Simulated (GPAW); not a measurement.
Runs of GPAW 26.7.0 on HgTe. Symmetry: I-4m2, No. 119, tetragonal system. The conventional cell has a = 6.091 Å, b = 6.091 Å, c = 3.119 Å, α = 90.00°, β = 90.00°, γ = 90.00°. Hg (site symmetry -4m2) is surrounded by 2 Hg at 3.12 Å and 4 Te at 3.14 Å. Te (site symmetry -4m2) has 2 Te at 3.12 Å and 4 Hg at 3.14 Å as nearest neighbours. Measurements of this composition are mostly on another form, of space group No. 216.

| task | level | potentials or basis | cell | k mesh | cutoff (eV) | smearing | maxiter | optimizer | fmax | max steps | convergence | gap on the mesh (eV) | pressure (GPa) | relaxed volume (Å³/atom) |
| --- | --- | --- | --- | --- | --- | --- | --- | --- | --- | --- | --- | --- | --- | --- |
| relaxation of cell and atoms | PBEsol | PAW data sets generated in the run's folder for this functional, pw | relaxed | 7 × 7 × 7 | 600 | fermi-dirac 0.05 eV | 150 | BFGS | 0.02 eV/Å | 60 | density=1e-05 forces=0.0001 | none | 0.0 | 26.79 |
| single point | LDA | the program's PAW data sets (release 1.2.1) made for this functional, pw | as given | 10 × 10 × 10 | 600 | gaussian 0.1 eV | 150 | - | - | - | - | none | -5.0 | - |
| relaxation of cell and atoms | PBEsol+D4 | PAW data sets generated in the run's folder for this functional, pw | relaxed | 7 × 7 × 7 | 600 | fermi-dirac 0.05 eV | 150 | BFGS | 0.02 eV/Å | 60 | density=1e-05 forces=0.0001 | none | 0.1 | 25.99 |
| single point | LDA | the program's PAW data sets (release 1.2.1) made for this functional, pw | as given | 8 × 8 × 8 | 500 | fermi-dirac 0.05 eV | 120 | - | - | - | default | none | -5.4 | - |
| single point | PBEsol | PAW data sets generated in the run's folder for this functional, pw | as given | 10 × 10 × 10 | 600 | gaussian 0.1 eV | 150 | - | - | - | - | none | -3.4 | - |
| single point | r2SCAN | GPAW PAW data sets (gpaw-data 1.2.1), pw | as given | 8 × 8 × 8 | 450 | fermi-dirac 0.05 eV | 120 | - | - | - | default | none | (b) | - |
| relaxation of cell and atoms | PBEsol+D3 | PAW data sets generated in the run's folder for this functional, pw | relaxed | 7 × 7 × 7 | 600 | fermi-dirac 0.05 eV | 150 | BFGS | 0.02 eV/Å | 60 | density=1e-05 forces=0.0001 | none | 0.1 | 26.03 |
| relaxation of cell and atoms | PBEsol+D3(BJ) | PAW data sets generated in the run's folder for this functional, pw | relaxed | 7 × 7 × 7 | 600 | fermi-dirac 0.05 eV | 150 | BFGS | 0.02 eV/Å | 60 | density=1e-05 forces=0.0001 | none | 0.0 | 25.53 |
| relaxation of cell and atoms | PBEsol+D3(BJ)+ATM | PAW data sets generated in the run's folder for this functional, pw | relaxed | 7 × 7 × 7 | 600 | fermi-dirac 0.05 eV | 150 | BFGS | 0.02 eV/Å | 60 | density=1e-05 forces=0.0001 | none | 0.0 | (a) |
| single point | PBEsol | PAW data sets generated in the run's folder for this functional, pw | as given | 10 × 10 × 10 | 600 | fermi-dirac 0.05 eV | 150 | - | - | - | - | none | -3.4 | - |

Alike in all rows: no spin polarisation.

Estimate the missing entries.

(a) 25.69; (b) -1.8.

Caveats: later steps reuse the first step's grids (some runs); pairwise dispersion overbinds metals, which lowers pressure and volume (some runs); the cutoff is short for stress and forces, so pressures can be off by a GPa or more (some runs); the PAW data sets were made with another functional, which shifts forces and pressure a little (some runs).

A k mesh can miss the band edges, and the runs leave out spin-orbit coupling on Hg, Te.

A gap of «none» marks a metal or a gap under the smearing width.

Not every run made on this cell is shown here.
